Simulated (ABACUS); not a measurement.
RbBr:

```
CELL_PARAMETERS angstrom
0.00000 3.42700 3.42700
3.42700 0.00000 3.42700
3.42700 3.42700 0.00000
ATOMIC_POSITIONS crystal
Rb 0.00000 0.00000 0.00000
Br 0.50000 0.50000 0.50000
```

| Quantity | Value |
| --- | --- |
| Program | ABACUS 3.10.1 |
| Task | relaxation of cell and atoms |
| Functional | LDA |
| Potentials or basis | GBRV ultrasoft 1.5 LDA |
| Cutoff | 544 eV |
| Density cutoff | 4354 eV |
| Basis | plane waves |
| k mesh | 6 × 6 × 6 |
| Occupations | fermi-dirac, width 0.05 eV |
| Spin | no spin polarisation |

At the start: pressure -1.3 GPa; volume 40.25 Å³/atom.

Where does the relaxation end?

Over 3 steps the energy falls by 13.8 meV/atom and the volume is 36.89 Å³/atom (-8.4 %); space group Fm-3m (No. 225, to 0.05 Å).

The path:
```tsv
step	energy change (eV)	largest force (eV/Å)	pressure (GPa)	volume (Å³)
1	0.0000	0.0000	-1.27	80.50
2	-0.0223	0.0000	-0.62	76.72
3	-0.0276	0.0000	0.05	73.77
```

Final structure:
```xyz
2
Lattice="0.0000 3.3288 3.3288 3.3288 0.0000 3.3288 3.3288 3.3288 0.0000" Properties=species:S:1:pos:R:3 pbc="T T T"
Rb    0.0000    0.0000    0.0000
Br    3.3288    3.3288    3.3288
```
